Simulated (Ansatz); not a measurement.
# SnO2 (Pnnm): band gap by G0W0 on PBE

Wanted: the gap of SnO2 (Pnnm) with a many-body correction, and the time that it takes.

Method: PBE, then G0W0 on it, plane waves, PAW, in Ansatz 0.2.0.

## Step 1: Set-up

The structure is orthorhombic, space group Pnnm (No. 58). The conventional cell has a = 4.788 Å, b = 4.867 Å, c = 3.241 Å, α = 90.00°, β = 90.00°, γ = 90.00°. Nearest to Sn lie 6 O at 2.09 to 2.10 Å. Nearest to O lie 3 Sn at 2.09 to 2.10 Å. Farther neighbours and most contacts between anions are not listed.

The cell and positions are those that the Materials Project relaxed with its own functionals (PBE, PBE+U or r2SCAN), kept fixed. This is not the form that SnO2 usually takes at ambient conditions. At the settings of the band run the largest force is still 0.07 eV/Å. The default PAW set here is soft_2. Its files were made with PBE.

## Step 2: The PBE band structure

Levels along a band path and on the mesh show where this functional puts the band edges.

This step: DFT, PBE, plane waves, PAW.

input.yaml reads:

```yaml
crystal:
  lattice:
    - [4.788004, 0.0, 0.0]
    - [0.0, 4.866582, 0.0]
    - [0.0, 0.0, 3.240898]
  atoms:
    - { symbol: Sn, position: [0.5, 0.5, 0.5] }
    - { symbol: Sn, position: [0.0, 0.0, 0.0] }
    - { symbol: O, position: [0.291855, 0.321042, 0.0] }
    - { symbol: O, position: [0.791855, 0.178958, 0.5] }
    - { symbol: O, position: [0.208145, 0.821042, 0.5] }
    - { symbol: O, position: [0.708145, 0.678958, 0.0] }
kpoints:
  mp_grid: { grid: [6, 6, 8] }
  band_path:
    path:
      - [[0.0, 0.0, 0.0], [0.5, 0.0, 0.0], [0.5, 0.5, 0.0], [0.0, 0.5, 0.0], [0.0, 0.0, 0.0], [0.0, 0.0, 0.5], [0.5, 0.0, 0.5], [0.5, 0.5, 0.5], [0.0, 0.5, 0.5], [0.0, 0.0, 0.5]]
      - [[0.5, 0.0, 0.0], [0.5, 0.0, 0.5]]
      - [[0.0, 0.5, 0.0], [0.0, 0.5, 0.5]]
      - [[0.5, 0.5, 0.0], [0.5, 0.5, 0.5]]
    npoints: 10
hamiltonian:
  xc: pbe
scf:
  occupations: { method: fermi_dirac, width: 0.02 }
  n_extra_bands: 6
output:
  forces: true
  stress: true
  eigenvalues: true
  write_density: true
  write_potential: true
  elf: true
  volumetric_format: npy
```

The run is started by

```sh
$ ansatz run input.yaml --threads 3 --pin off --max-ram 64512MiB --backend cuda --events-out ev --progress --plain --runs-dir out --devices 1 --max-vram 24GiB  # rebuilt from the run's record
```

Numbers of over 12 decimals in the logs are rounded to 6 here.

The log of the run:

```text
scf.n_extra_bands = 6 over 26 filled bands (N_el = 52.0): the run solves 32 bands
GPUs: using 1 of 1 available (devices: 1).
Engine: ansatz 0.2.0, x86_64-unknown-linux-gnu
Pseudopotentials: kind: paw
Pseudopotential: Sn, paw, valence charge 14, recommended cutoff 420 eV (normal), Sn.paw.azcp
Pseudopotential: O, paw, valence charge 6, recommended cutoff 420 eV (normal), O.paw.azcp
Functional definition: PBE
  parameter kappa = 0.804
  parameter beta = 0.066725
  exchange = pbe_x(kappa = kappa, mu = beta*pi^2/3)
  correlation = pbe_c(beta = beta)
device memory: the entry about to start is reckoned to put 3.4 GiB on a device that reports 74.6 GiB free (of which the cap on the GPU budget leaves the run 24.0 GiB)
GPU FFT provider: cuFFT
GPU libraries: cuBLAS 13.8.2, cuFFT 12.4.0, cuSOLVER 12.3.4
Crystal: 6 atoms, lattice volume = 75.517 Å³
Basis set: ecut = 420 eV, 1479 PW (Γ), exchange–correlation on 72×72×48 points (8 copies of the dense FFT grid, shifted against one another)
Bands: 32, of which v1, the nominal top of the filled ones, is band 26 counted from 1 (25 counted from 0)
Symmetry: 8 space group operations
Space group: Pnnm (ITA 58), of the structure as read, at distance tolerance 4.2e-5 Å
k-points: 80 of 288
Non-local potential: Sn, projectors of the file, l = 0: 2, l = 1: 2, l = 2: 2, l = 3: 2
Non-local potential: O, projectors of the file, l = 0: 2, l = 1: 2, l = 2: 1
PAW form: soft (Blöchl's): semilocal exchange-correlation on the pseudo side does not see the compensation charge
PAW one-centre angular grid: Sn, 590 points (default); XC on 64 Gauss nodes
PAW one-centre angular grid: O, 110 points (default); XC on 64 Gauss nodes
Initial density: superposition of atomic densities (neutral atoms: chi_scale 0, normalization atom), corrected by the library's trained network
Initial wavefunctions: pseudopotential atomic-orbital guess
GPU buffer pool allocated for 31104 grid points (all kernels)
GPU transforms: local potential and band sums: pruned to the plane-wave sphere, on 36×36×24
Functional: x = pbe(κ = 0.804, μ = 0.219515), c = pbe(β = 0.066725)
SCF iter   1: F=—  HF=-14317.954227 eV  |F-HF|=—  |Δ(HF+E_count)|=         —  Δρ=1.33e-3  dr2=6.06e-4  ethr=1.77e-3  ⟨swp⟩=6.7  Hψ=11518  notcnv=0
preconditioner: auto → Resta (q_TF=auto, 2.564 Å⁻¹)  ε∞=3.6  [insulator: Δε(μ)=0.810 eV  Ē_g=19.221 eV  σ=0.020 eV  W_gap=1.00  n_scr=18 (ndim 8)  ℏωp=30.8 eV  f_vac=0.031  D(μ)=0.00/eV (n_scr^D=0)  ε∞_Penn≈3.6]
SCF iter   2: F=—  HF=-14317.955247 eV  |F-HF|=—  |Δ(HF+E_count)|=   1.02e-3  Δρ=6.45e-4  dr2=1.26e-4  ethr=1.17e-6  ⟨swp⟩=2.4  Hψ=5615  notcnv=0  defer=97
SCF iter   3: F=—  HF=-14317.955618 eV  |F-HF|=—  |Δ(HF+E_count)|=   3.71e-4  Δρ=2.69e-4  dr2=3.37e-5  ethr=2.42e-7  ⟨swp⟩=2.8  Hψ=4605  notcnv=0  defer=97
SCF iter   4: F=—  HF=-14317.955799 eV  |F-HF|=—  |Δ(HF+E_count)|=   1.81e-4  Δρ=4.19e-5  dr2=1.13e-6  ethr=6.48e-8  ⟨swp⟩=2.0  Hψ=3515  notcnv=0  defer=97
iter 5 did not close the SCF: its close was put off for the readings that it lacked (scf_convergence_deferred on its scf_iter line)
SCF iter   5: F=-14317.955801 eV  HF=-14317.955801 eV  |F-HF|=5.86e-8  |Δ(HF+E_count)|=   1.70e-6  Δρ=1.21e-5  dr2=8.18e-8  ethr=2.18e-9  ⟨swp⟩=2.6  Hψ=4528  notcnv=0  defer=97
SCF iter   6: F=-14317.955801 eV  HF=-14317.955801 eV  |F-HF|=6.51e-9  |Δ(HF+E_count)|=   8.27e-8  Δρ=4.15e-6  dr2=8.96e-9  ethr=1.57e-10  ⟨swp⟩=10.5  Hψ=18497  notcnv=0
SCF 1 converged in 6 iterations: F = -14317.955801 eV  dr2 = 8.96e-9
  greatest PAW one-centre occupation: 0.996 electrons in one spin orbital (limit 2), on the Sn atom at site 1 (counted from 0), in its partial waves of l = 2
device memory: the entry about to start is reckoned to put 3.1 GiB on a device that reports 68.0 GiB free (of which the cap on the GPU budget leaves the run 24.0 GiB)
NSCF: frozen V_eff on 124 k-points, pencils in batches of 32, up to order 144
SCF converged after 6 iterations
Free energy (F): -14317.955801 eV
Harris-Foulkes:  -14317.955801 eV  (|F-HF|=6.51e-9)
Internal energy: -14317.955801 eV  (E = F + TS)
E sigma→0 (E₀):  -14317.955801 eV
Fermi energy:    9.041129 eV
--- Per-component energies (eV) ---
  E_band       = -154.921609
  E_kinetic    = 1077.547198
  E_local      = -2955.257541  (includes V_loc(G=0)·N_el)
  E_nonlocal   = 133.751493
  E_hartree    = 1519.776075
  E_xc         = -1053.178035
  E_vxc        = -561.558813  (∫ρ·V_xc dr)
  E_paw        = -8928.141815  (= ΣΔE_a)
  E_vpaw       = -888.966328  (= ΣTr[D̂ρ^β])
  E_aug_tail   = 0.009899  (compensation charges beyond the density's cutoff)
  E_ewald      = -4112.463075
  E_smearing   = -0.000000  (= −TS)
  E_closure    = 0.000000  (closes the sum)
  Σ components = -14317.955801   (vs F -14317.955801, Δ=0.00e0)
--- Forces (eV/Å), atoms counted from 1 ---
  atom   1  Sn     0.00000000     0.00000000     0.00000000
  atom   2  Sn     0.00000000     0.00000000     0.00000000
  atom   3  O      0.06022411    -0.03873746     0.00000000
  atom   4  O      0.06022411     0.03873746     0.00000000
  atom   5  O     -0.06022411    -0.03873746     0.00000000
  atom   6  O     -0.06022411     0.03873746     0.00000000
  max |Σ_I F_I| component: 0.00e0 eV/Å
--- Stress (GPa, compression-positive) ---
       -0.341206       0.000000       0.000000
        0.000000      -0.534849       0.000000
        0.000000       0.000000      -0.766189
  P = ⅓ Tr σ = -0.5474 GPa (-5.474 kbar)
--- Band table (eV; the first three rows and the last of 80) ---
  k-point 0: bands = [... 22 lower, 7.5086, 8.0185, 8.0250, 8.6333, 9.4400, 14.3870, 14.7331, 14.8896, ... 2 higher]
  k-point 1: bands = [... 22 lower, 6.9894, 8.0312, 8.0558, 8.5690, 10.4097, 14.6642, 15.3536, 15.5054, ... 2 higher]
  k-point 2: bands = [... 22 lower, 6.2253, 7.9135, 7.9852, 8.2537, 11.9766, 15.0504, 16.7383, 16.8515, ... 2 higher]
  k-point 79: bands = [... 22 lower, 7.8079, 7.8079, 7.9776, 7.9776, 13.0738, 13.0738, 17.3416, 17.3416, ... 2 higher]
```

Run time: 10 s. Hardware: 1 × NVIDIA H100 80GB HBM3 (shared by 3 runs) with 3 threads of AMD EPYC 7R13 (Zen 3), shared host; peak memory 1 GiB; 4.6 s of CPU time.

Reading the cycles: dr2 is the Hartree energy of the density residual (eV), the measure of convergence; HF is the Harris–Foulkes estimate of the energy, which meets the free energy F at convergence.

This step gave:

```yaml
pressure: -0.5474 GPa
filled_bands: 26
gap: 0.8013 eV
valence_top_at: k = (0.050, 0.000, 0.000)
conduction_bottom_at: Γ
least_direct_gap: 0.8067 eV
```

Over mesh and path the gap is 0.801 eV, from k = (0.050, 0.000, 0.000) to k = Γ. The least direct gap found is 0.807 eV, at k = Γ. On the 6×6×8 mesh alone the same run gives 0.807 eV, so that mesh misses an edge of PBE: 0.807 − 0.801 = +0.006 eV.

The electronic bands at the labelled points (eV, zero at the top of the highest nominally filled band):

```csv
point,band 23,band 24,band 25,band 26,band 27,band 28,band 29,band 30
Γ,-1.13,-0.62,-0.61,-0.01,0.80,5.75,6.09,6.25
halfway,-1.12,-1.12,-0.58,-0.12,2.06,5.19,6.33,6.50
X,-1.11,-1.11,-0.43,-0.43,3.86,3.86,6.68,6.68
halfway,-1.17,-1.17,-0.59,-0.59,4.11,4.11,6.94,6.94
S,-1.23,-1.23,-0.73,-0.73,4.35,4.35,7.21,7.21
halfway,-1.16,-1.16,-0.64,-0.64,4.18,4.18,7.19,7.19
Y,-1.09,-1.09,-0.55,-0.55,4.02,4.02,7.12,7.12
halfway,-1.14,-1.09,-0.59,-0.31,2.14,5.30,6.56,6.68
Γ,-1.13,-0.62,-0.61,-0.01,0.80,5.75,6.09,6.25
halfway,-2.41,-0.73,-0.65,-0.39,3.34,6.41,8.10,8.21
Z,-1.43,-1.43,-1.04,-1.04,5.65,5.65,9.43,9.43
halfway,-1.31,-1.31,-0.85,-0.85,5.77,5.77,8.52,8.52
U,-0.82,-0.82,-0.71,-0.71,5.94,5.94,7.80,7.80
halfway,-0.99,-0.99,-0.72,-0.72,5.05,5.05,8.44,8.44
R,-0.83,-0.83,-0.66,-0.66,4.44,4.44,8.70,8.70
halfway,-0.94,-0.94,-0.77,-0.77,4.97,4.97,8.34,8.34
T,-1.02,-1.02,-0.60,-0.60,5.85,5.85,7.57,7.57
halfway,-1.21,-1.21,-1.00,-1.00,5.72,5.72,8.37,8.37
Z,-1.43,-1.43,-1.04,-1.04,5.65,5.65,9.43,9.43
jump to X,-1.11,-1.11,-0.43,-0.43,3.86,3.86,6.68,6.68
halfway,-1.23,-1.23,-0.57,-0.57,5.00,5.00,8.44,8.44
U,-0.82,-0.82,-0.71,-0.71,5.94,5.94,7.80,7.80
jump to Y,-1.09,-1.09,-0.55,-0.55,4.02,4.02,7.12,7.12
halfway,-1.22,-1.22,-0.74,-0.74,5.05,5.05,8.44,8.44
T,-1.02,-1.02,-0.60,-0.60,5.85,5.85,7.57,7.57
jump to S,-1.23,-1.23,-0.73,-0.73,4.35,4.35,7.21,7.21
```

Valence density in the ab plane at fractional z = 0.000, with atoms of Sn and O within 0.2 Å of it. It is the smooth field of the valence electrons, not physical close to the nuclei.

Ten steps, logarithmic in the rise over the least value, from '_' (0 e/Å³) to '@' (15 e/Å³), each cell a mean:
```
@@##==::__________....--**%%
**++--..________..::----==**
--::..________..--++++==----
..____________::++####**==::
____________..--++##%%##==..
________......::==****++--..
____..::::::....::--==--..__
__..--++++==--..........____
__::++####**==..____________
..::++##%%##==..____________
::::==**##**--..________....
++==--====--::________..--==
%%##==::::..________..::++##
@@%%++::..__________..--**@@
```
Columns run along a (4.8 Å), rows up along b (4.9 Å). Atoms in or near the plane, at fractional coordinates: Sn at (0.00, 0.00), O at (0.29, 0.32), O at (0.71, 0.68).

Electrostatic potential energy in the ab plane at fractional z = 0.000, with atoms of Sn and O within 0.2 Å of it. With pseudopotentials it is smooth inside the atoms' cores, unlike the true potential.

Ten even steps from '_' (-31 eV) to '@' (27 eV), each cell a mean:
```
@@##==++############**==++@@
++====**############**++==++
====**##########**==--++++==
****############==____::****
################--____..**##
################++::..==####
################******######
######==--++**##############
####++____..++##############
####==______++##############
++++++::..--############**++
====++****############**====
%%**==++############**====##
@@%%==++############**==++@@
```
Columns run along a (4.8 Å; values clipped at the 3rd and 97th percentile), rows up along b (4.9 Å). Atoms in or near the plane, at fractional coordinates: Sn at (0.00, 0.00), O at (0.29, 0.32), O at (0.71, 0.68).

[end of part 1 of 2]

[Paths, hosts, dates, memory and timing lines, banners, echoed tables and standing remarks are left out of the program output.]

[Logs are printed without paths, hosts, clocks, repeated set-up lines and the standing remarks that a program may print on its own settings, such as how far it seeks lower states.]

[Runs of the session that timed out or met a known fault of the program may be left out.]

[Cells called generated may have been cut or substituted from an entry of the Crystallography Open Database or the Materials Project.]

[Hosts, paths, dates, database ids (printed as entryN), source tags and the programs' standing remarks are cut or masked in the printed files.]

[Where an RPA ε∞ is given, it is that of the G0W0 mesh and is not shown converged in it. Names of k-points follow the symmetry that the program found, which can be lower than the space group named. Band edges on a path are those of the sampled points; other points can move an edge, and change direct to indirect where valleys lie close.]

[Hybrid gaps are those of their k-mesh and are not shown converged in it.]
